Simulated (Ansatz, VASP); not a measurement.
W: VASP beside Ansatz

Contents of INCAR:

```
ALGO = Normal
EDIFF = 1E-7
ENCUT = 520
GGA = PE
ISIF = 2
ISMEAR = 0
LASPH = True
LCHARG = True
LELF = True
LREAL = False
LVHAR = True
LWAVE = False
NBANDS = 13
NELM = 100
PREC = Accurate
SIGMA = 0.1
```

KPOINTS

```
k-points
0
Gamma
  18 18 18
```

File POSCAR:

```
W
1.0
    0.0000000000      2.0580916582      2.0580916582
    2.0580916582      0.0000000000      2.0580916582
    2.0580916582      2.0580916582      0.0000000000
W
1
Direct
    0.0000000000      0.0000000000      0.0000000000
```

Input for Ansatz:

```yaml
crystal:
  lattice:
    - [0.0, 2.0580916582, 2.0580916582]
    - [2.0580916582, 0.0, 2.0580916582]
    - [2.0580916582, 2.0580916582, 0.0]
  atoms:
    - { symbol: W, position: [0.0, 0.0, 0.0] }
basis:
  ecutwfc: 420
kpoints:
  mp_grid: { grid: [18, 18, 18] }
hamiltonian:
  xc: pbe
scf:
  occupations: { method: gaussian, width: 0.1 }
output:
  forces: true
  stress: true
  eigenvalues: true
```

Alike in both runs: task single point; functional PBE; k mesh 18 × 18 × 18; occupations gaussian, width 0.1 eV; no spin polarisation.

```csv
,VASP,Ansatz
version,VASP 6.6.1,Ansatz 0.2.0
potentials or method,"VASP PAW PBE potentials, release 64 (W_sv)","scalar-relativistic, plane waves, PAW"
plane-wave cutoff (eV),520,420
valence electrons in the cell,14,14
```

VASP gave:

```
gap on the k mesh at the Fermi level (eV) : none
pressure (GPa)                            : -14.4
```

Task: Which values does Ansatz return?

Result: gap on the k mesh at the Fermi level (eV): none; pressure (GPa): -14.7.

A gap of «none» marks a metal or a gap that the smearing closes.

The runs have no spin-orbit coupling, so splittings on W are missing.
